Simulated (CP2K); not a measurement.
# CdS (Fm-3m) in CP2K: single point with PBEsol

Aim: the single point of CdS with PBEsol.

All numbers are computed with CP2K 2026.2; they aren't measurements. Logs are shortened: lines on timing, memory, paths and dates and some standing lists are left out, and cuts for length are marked.

## (1) The undisturbed crystal

The structure is cubic, space group Fm-3m (No. 225). Conventional cell: a = 5.506 Å, b = 5.506 Å, c = 5.506 Å, α = 90.00°, β = 90.00°, γ = 90.00°. Around Cd (site symmetry m-3m) lie 6 S at 2.75 Å. S (site symmetry m-3m) has 6 Cd at 2.75 Å as nearest neighbours.

Measurements of this composition are mostly on another form, of space group No. 186.

## (2) Single point, PBEsol (the cell as VASP's run set it)

Input file cds_scf.inp:

```
&GLOBAL
  PROJECT cds_scf
  RUN_TYPE ENERGY_FORCE
  PRINT_LEVEL LOW
&END GLOBAL
&FORCE_EVAL
  METHOD QS
  STRESS_TENSOR ANALYTICAL
  &DFT
    BASIS_SET_FILE_NAME BASIS_MOLOPT_UZH
    POTENTIAL_FILE_NAME POTENTIAL_UZH
    &MGRID
      CUTOFF 450
      REL_CUTOFF 60
      NGRIDS 4
    &END MGRID
    &QS
      METHOD GPW
      EPS_DEFAULT 1.0E-10
    &END QS
    &KPOINTS
      SCHEME MONKHORST-PACK 5 5 5
      GAMMA_CENTERED T
      SYMMETRY T
      SYMMETRY_BACKEND SPGLIB
    &END KPOINTS
    &SCF
      SCF_GUESS ATOMIC
      EPS_SCF 1.0E-6
      MAX_SCF 100
      ADDED_MOS 22
      CHOLESKY OFF
      EPS_EIGVAL 1.0E-7
      &DIAGONALIZATION ON
        ALGORITHM STANDARD
      &END DIAGONALIZATION
      &MIXING ON
        METHOD BROYDEN_MIXING
        ALPHA 0.4
        BETA 1.5
        NBUFFER 8
      &END MIXING
      &SMEAR ON
        METHOD GAUSSIAN
        SIGMA [eV] 0.01
      &END SMEAR
    &END SCF
    &XC
      &XC_FUNCTIONAL
        &GGA_X_PBE_SOL
        &END GGA_X_PBE_SOL
        &GGA_C_PBE_SOL
        &END GGA_C_PBE_SOL
      &END XC_FUNCTIONAL
    &END XC
    &PRINT
      &KPOINTS ON
      &END KPOINTS
      &MULLIKEN ON
      &END MULLIKEN
      &MO ON
        ENERGIES T
        OCCUPATION_NUMBERS T
        &EACH
          QS_SCF 0
        &END EACH
        ADD_LAST NUMERIC
      &END MO
    &END PRINT
  &END DFT
  &SUBSYS
    &CELL
      A 5.5064880000 0.0000000000 0.0000000000
      B 0.0000000000 5.5064880000 0.0000000000
      C 0.0000000000 0.0000000000 5.5064880000
      PERIODIC XYZ
    &END CELL
    &COORD
      Cd  0.0000000000 0.0000000000 0.0000000000
      Cd  0.0000000000 2.7532440000 2.7532440000
      Cd  2.7532440000 0.0000000000 2.7532440000
      Cd  2.7532440000 2.7532440000 0.0000000000
      S   2.7532440000 0.0000000000 0.0000000000
      S   0.0000000000 2.7532440000 0.0000000000
      S   0.0000000000 0.0000000000 2.7532440000
      S   2.7532440000 2.7532440000 2.7532440000
    &END COORD
    &KIND Cd
      BASIS_SET TZVP-MOLOPT-PBE-GTH-q12
      POTENTIAL GTH-PBE-q12
    &END KIND
    &KIND S
      BASIS_SET TZVP-MOLOPT-PBE-GTH-q6
      POTENTIAL GTH-PBE-q6
    &END KIND
    &PRINT
      &ATOMIC_COORDINATES ON
      &END ATOMIC_COORDINATES
      &CELL ON
      &END CELL
      &SYMMETRY ON
      &END SYMMETRY
    &END PRINT
  &END SUBSYS
  &PRINT
    &FORCES ON
    &END FORCES
    &STRESS_TENSOR ON
    &END STRESS_TENSOR
  &END PRINT
&END FORCE_EVAL
```

Potentials or basis: POTENTIAL_UZH Cd GTH-PBE-q12, S GTH-PBE-q6; TZVP-MOLOPT-PBE-GTH basis.

Launch:

```
> OMP_NUM_THREADS=1 cp2k.psmp -i cds_scf.inp -o cds_scf.out
```

cds_scf.out:

```text

 CP2K| version string:                                       CP2K version 2026.2
 CP2K| Input file name                                               cds_scf.inp

 GLOBAL| Force Environment number                                              1
 GLOBAL| Basis set file name                                    BASIS_MOLOPT_UZH
 GLOBAL| Potential file name                                       POTENTIAL_UZH
 GLOBAL| MM Potential file name                                     MM_POTENTIAL
 GLOBAL| Coordinate file name                                      __STD_INPUT__
 GLOBAL| Method name                                                        CP2K
 GLOBAL| Project name                                                    cds_scf
 GLOBAL| Run type                                                   ENERGY_FORCE
 GLOBAL| FFT library                                                       FFTW3
[... 6 lines left out ...]
 GLOBAL| Total number of message passing processes                             1
 GLOBAL| Number of threads for this process                                    1
 GLOBAL| CPU model name                                                  UNKNOWN

 CELL| Volume [angstrom^3]:                                           166.964481
 CELL| Vector a [angstrom]:       5.506     0.000     0.000   |a| =     5.506488
 CELL| Vector b [angstrom]:       0.000     5.506     0.000   |b| =     5.506488
 CELL| Vector c [angstrom]:       0.000     0.000     5.506   |c| =     5.506488
 CELL| Angle (b,c), alpha [degree]:                                    90.000000
 CELL| Angle (a,c), beta  [degree]:                                    90.000000
 CELL| Angle (a,b), gamma [degree]:                                    90.000000
 CELL| Numerically orthorhombic:                                             YES
 CELL| Periodicity                                                           XYZ

 CELL_REF| Volume [angstrom^3]:                                       166.964481
 CELL_REF| Vector a [angstrom     5.506     0.000     0.000   |a| =     5.506488
 CELL_REF| Vector b [angstrom     0.000     5.506     0.000   |b| =     5.506488
 CELL_REF| Vector c [angstrom     0.000     0.000     5.506   |c| =     5.506488
 CELL_REF| Angle (b,c), alpha [degree]:                                90.000000
 CELL_REF| Angle (a,c), beta  [degree]:                                90.000000
 CELL_REF| Angle (a,b), gamma [degree]:                                90.000000
 CELL_REF| Numerically orthorhombic:                                         YES
 CELL_REF| Periodicity                                                       XYZ

[... 8 lines left out ...]
 TOTAL NUMBERS AND MAXIMUM NUMBERS

  Total number of            - Atomic kinds:                                   2
                             - Atoms:                                          8
                             - Shell sets:                                     8
                             - Shells:                                        68
                             - Primitive Cartesian functions:                 36
                             - Cartesian basis functions:                    232
                             - Spherical basis functions:                    204

  Maximum angular momentum of- Orbital basis functions:                        3
                             - Local part of the GTH pseudopotential:          0
                             - Non-local part of the GTH pseudopotential:      4

 MODULE QUICKSTEP: ATOMIC COORDINATES IN ANGSTROM

   Atom Kind Element         X             Y             Z       Z(eff)     Mass
      1    1 Cd   48      0.000000      0.000000      0.000000  12.0000 112.4110
      2    1 Cd   48      0.000000      2.753244      2.753244  12.0000 112.4110
      3    1 Cd   48      2.753244      0.000000      2.753244  12.0000 112.4110
      4    1 Cd   48      2.753244      2.753244      0.000000  12.0000 112.4110
      5    2 S    16      2.753244      0.000000      0.000000   6.0000  32.0650
      6    2 S    16      0.000000      2.753244      0.000000   6.0000  32.0650
      7    2 S    16      0.000000      0.000000      2.753244   6.0000  32.0650
      8    2 S    16      2.753244      2.753244      2.753244   6.0000  32.0650

 Crystal Symmetry Information
       International Symbol:                                               Fm-3m
       Point Group Symbol:                                                  m-3m
       Schoenflies Symbol:                                                  Oh^5
       Number of Symmetry Operations:                                        192

 SCF PARAMETERS         Density guess:                                    ATOMIC
                        --------------------------------------------------------
                        max_scf:                                             100
[... 21 lines left out ...]
                                    Kpoints
 *******************************************************************************
 BRILLOUIN| K-point scheme                                        Monkhorst-Pack
 BRILLOUIN| K-Point grid                                             5    5    5
 BRILLOUIN| Gamma-centered k-point mesh                                     ON
 BRILLOUIN| K-point symmetry accuracy                               0.100000E-05
 BRILLOUIN| K-Point point group symmetrization                                ON
 BRILLOUIN| Symmetry backend                                             SPGLIB
 BRILLOUIN| Symmetry reduction method                                    SPGLIB
 BRILLOUIN| Wavefunction type                                            COMPLEX
 BRILLOUIN| List of Kpoints [2 Pi/Bohr]                                       10
 BRILLOUIN| Number           Weight            X              Y              Z
 BRILLOUIN|     1           0.06400       -0.40000       -0.40000       -0.40000
 BRILLOUIN|     2           0.19200       -0.40000       -0.40000       -0.20000
 BRILLOUIN|     3           0.09600       -0.40000       -0.40000        0.00000
 BRILLOUIN|     4           0.19200       -0.40000       -0.20000       -0.20000
 BRILLOUIN|     5           0.19200       -0.40000       -0.20000        0.00000
 BRILLOUIN|     6           0.04800       -0.40000        0.00000        0.00000
 BRILLOUIN|     7           0.06400       -0.20000       -0.20000       -0.20000
 BRILLOUIN|     8           0.09600       -0.20000       -0.20000        0.00000
 BRILLOUIN|     9           0.04800       -0.20000        0.00000        0.00000
 BRILLOUIN|    10           0.00800        0.00000        0.00000        0.00000
 *******************************************************************************

 Extrapolation method: initial_guess

 Number of electrons:                                                         72
 Number of occupied orbitals:                                                 36
 Number of molecular orbitals:                                                58

 Number of orbital functions:                                                204
 Number of independent orbital functions:                                    204

 SCF WAVEFUNCTION OPTIMIZATION

  Step     Update method      Time    Convergence         Total energy    Change
  ------------------------------------------------------------------------------
     1 NoMix/Diag. 0.40E+00    2.6     1.46825151      -225.1397393764 -2.25E+02
     2 Broy./Diag. 0.40E+00    2.6     0.04529833      -224.8313325931  3.08E-01
     3 Broy./Diag. 0.40E+00    2.8     0.10406496      -224.9108113651 -7.95E-02
     4 Broy./Diag. 0.40E+00    3.0     0.00288701      -225.0448567606 -1.34E-01
     5 Broy./Diag. 0.40E+00    3.0     0.00273809      -224.9701936765  7.47E-02
     6 Broy./Diag. 0.40E+00    2.9     0.00187719      -224.8876891227  8.25E-02
     7 Broy./Diag. 0.40E+00    2.6     0.00026424      -224.8448292090  4.29E-02
     8 Broy./Diag. 0.40E+00    2.9     0.00023232      -224.8423764408  2.45E-03
     9 Broy./Diag. 0.40E+00    3.2     0.00008085      -224.8444077635 -2.03E-03
    10 Broy./Diag. 0.40E+00    3.2     0.00006175      -224.8442112370  1.97E-04
    11 Broy./Diag. 0.40E+00    2.8     0.00000266      -224.8437485016  4.63E-04
    12 Broy./Diag. 0.40E+00    2.9     0.00000197      -224.8437745419 -2.60E-05
    13 Broy./Diag. 0.40E+00    2.9     0.00000016      -224.8437793777 -4.84E-06

  *** SCF run converged in    13 steps ***

  Electronic density on regular grids:        -71.9999999997        0.0000000003
  Core density on regular grids:               71.9999999917       -0.0000000083
  Total charge density on r-space grids:       -0.0000000080
  Total charge density g-space grids:          -0.0000000080

  Overlap energy of the core charge distribution:               0.00000000001853
  Self energy of the core charge distribution:               -392.12184261443679
  Core Hamiltonian energy:                                    117.54406987816779
  Hartree energy:                                              84.79111760212848
  Exchange-correlation energy:                                -35.05712424353089
  Smearing free energy correction:                             -0.00000000000003
  Fermi energy:                                                 0.18637280096363

  Total energy:                                              -224.84377937765294
  Total energy (extrapolated to sigma->0):                   -224.84377937765294

 MO| EIGENVALUES AND OCCUPATION NUMBERS FOR K POINT 1
 MO|
 MO|  Index      Eigenvalue [a.u.]        Eigenvalue [eV]             Occupation
 MO|      1              -0.247279              -6.728812               2.000000
 MO|      2              -0.243131              -6.615932               2.000000
 MO|      3              -0.243131              -6.615932               2.000000
 MO|      4              -0.243131              -6.615932               2.000000
 MO|      5              -0.102999              -2.802744               2.000000
 MO|      6              -0.102999              -2.802744               2.000000
[... 633 lines left out ...]
 MO|     57               0.624577              16.995603               0.000000
 MO|     58               0.624577              16.995606               0.000000
 MO| Sum:                                                              72.000000
 MO| E(Fermi):            0.186373 a.u.          5.071462 eV
 MO| Band gap:            0.031077 a.u.          0.845656 eV

 !-----------------------------------------------------------------------------!
                     Mulliken Population Analysis

 #  Atom  Element  Kind  Atomic population                           Net charge
       1     Cd       1         11.301753                              0.698247
       2     Cd       1         11.301753                              0.698247
       3     Cd       1         11.301753                              0.698247
       4     Cd       1         11.301753                              0.698247
       5     S        2          6.698247                             -0.698247
       6     S        2          6.698247                             -0.698247
       7     S        2          6.698247                             -0.698247
       8     S        2          6.698247                             -0.698247
 # Total charge                             72.000000                  0.000000

 !-----------------------------------------------------------------------------!

 ENERGY| Total FORCE_EVAL ( QS ) energy [hartree]           -224.843775124882939

 FORCES| Atomic forces [hartree/bohr]
 FORCES|   Atom     x               y               z               |f|
 FORCES|      1  5.63791900E-11  5.63710046E-11  5.63964570E-11   9.76568666E-11
 FORCES|      2  5.61237449E-11  4.04462421E-11  4.04363140E-11   8.01303234E-11
 FORCES|      3  4.04385115E-11  5.61161023E-11  4.04396335E-11   8.01227440E-11
 FORCES|      4  4.04354491E-11  4.04448437E-11  5.61321117E-11   8.01350415E-11
 FORCES|      5 -2.01880565E-13  1.03214590E-11  1.03548156E-11   1.46217468E-11
 FORCES|      6  1.03380381E-11 -1.83891478E-13  1.03589495E-11   1.46361430E-11
 FORCES|      7  1.03515269E-11  1.03235106E-11 -2.25333285E-13   1.46212091E-11
 FORCES|      8 -1.11026174E-13 -8.74255384E-14 -1.33009967E-13   1.94066193E-13
 FORCES| Sum     2.13753554E-10  2.13751845E-10  2.13759938E-10
 FORCES| Total atomic force                                       3.70234715E-10

 STRESS| Analytical stress tensor [bar]
 STRESS|                        x                   y                   z
 STRESS|      x       -3.58151939401E+04   1.79825454553E-05   1.79840532325E-05
 STRESS|      y        1.79825454553E-05  -3.58152711299E+04   1.79821305792E-05
 STRESS|      z        1.79840532325E-05   1.79821305792E-05  -3.58150589439E+04
 STRESS| 1/3 Trace                                            -3.58151746713E+04
 STRESS| Determinant                                          -4.59410821313E+13

 STRESS| Eigenvectors and eigenvalues of the analytical stress tensor [bar]
 STRESS|                        1                   2                   3
 STRESS| Eigenvalues  -3.58152711299E+04  -3.58151939401E+04  -3.58150589439E+04
 STRESS|      x          -0.000232976795      0.999999963986      0.000133230199
 STRESS|      y           0.999999969272      0.000232965503      0.000084758316
 STRESS|      z          -0.000084727274     -0.000133249942      0.999999987533
```

Run time: 46 s. Hardware: 1 thread of Arm Neoverse V2, shared host; peak memory 0.62 GiB.

Results:

```yaml
Free_energy: -6118.3103 eV
Pressure: -3.6 GPa
Band_gap_on_the_k_mesh: 0.09 eV
Mulliken_charges: Cd +0.70; S -0.70 e
```

Caveat: Mulliken charges move with the basis; the potentials were made for another functional, which shifts forces and pressure; an odd mesh through Γ misses points on the zone boundary, where band edges often lie; the basis of atomic orbitals isn't converged, which shifts pressures, moduli and gaps.
